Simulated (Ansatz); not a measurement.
# Effect of pressure 5 GPa on BeO

Start from BeO in the wurtzite structure (space group P6_3mc, No. 186; a = 2.690 Å, c = 4.369 Å).

One thing is altered: a hydrostatic pressure of 5 GPa.

Computed with r2SCAN (Ansatz, a program for electronic structure; PAW; 500 eV plane waves; no spin-orbit coupling), earlier PAW set. Γ-centred 14×14×8 mesh, Fermi–Dirac width 0.05 eV.

| quantity | base | changed | shift |
|---|---|---|---|
| density | 3.03 g/cm³ | 3.10 g/cm³ | +0.07 g/cm³ |
| lattice parameter a | 2.690 Å | 2.671 Å | -0.019 Å |
| c/a ratio | 1.624 | 1.624 | 0.000 |
| enthalpy H = E + PV relative to the base's energy | – | +0.21 eV/atom | – |
| band gap | 8.55 eV | 8.79 eV | +0.24 eV |
| gap character | direct at Γ | direct at Γ | – |
| mean gap deformation potential ΔEg/Δln V | – | -11.1 eV | – |
| width of the top valence band | 2.46 eV | 2.51 eV | +0.045 eV |
| electron mass | 0.53 mₑ along c, 0.61 mₑ across (at Γ) | 0.55 mₑ along c, 0.63 mₑ across (at Γ) | – |
| valence-band top at Γ (three highest levels, from the VBM) | 0.00, -0.04, -0.04 eV | 0.00, -0.04, -0.04 eV | – |

Load acts through the strain it causes; cell and atoms are relaxed under it. Masses are band curvatures over ±0.01 Å⁻¹ around the edge. Whether these cells are dynamically stable was not tested. No other phases were tried under pressure.
